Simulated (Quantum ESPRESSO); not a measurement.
# HfN under changes of volume

One of the cells (11.482 Å³/atom); the others are scaled copies at fixed shape and fractional positions:

```xyz
2
Lattice="0.0000 2.2560 2.2560 2.2560 0.0000 2.2560 2.2560 2.2560 0.0000" Properties=species:S:1:pos:R:3 pbc="T T T"
Hf    0.0000    0.0000    0.0000
N     2.2560    2.2560    2.2560
```

```yaml
Program: Quantum ESPRESSO 7.5
Functional: LDA
Potentials_or_basis: GBRV 1.5 LDA
Cutoff: 612 eV
Density_cutoff: 4898 eV
k_mesh: 10 × 10 × 10
Occupations: fermi-dirac, width 0.05 eV
Spin: no spin polarisation
```

```csv
volume (Å³/atom),energy over the lowest point (meV/atom),pressure (GPa)
10.793,10.23,10.1
11.023,?,?
11.252,0.00,-3.3
11.482,8.29,-8.9
11.712,24.30,-14.0
11.941,47.17,-18.6
12.171,76.27,-22.6
```

**Question.** What does the run at 11.023 Å³/atom give?

**Answer.** Energy over the lowest point 0.32 meV/atom; pressure 3.0 GPa.

Worked out: A Birch-Murnaghan fit of order 3 (a polynomial in V^(-2/3)) to the other rows has its minimum at 11.14 Å³/atom with B0 = V·E''(V) = 306 GPa and B' = 4.4. It gives 0.31 meV/atom at 11.023 Å³/atom, against the run's 0.32, and -dE/dV = 3.4 GPa, against 3.0.

Energies are extrapolated to zero smearing.
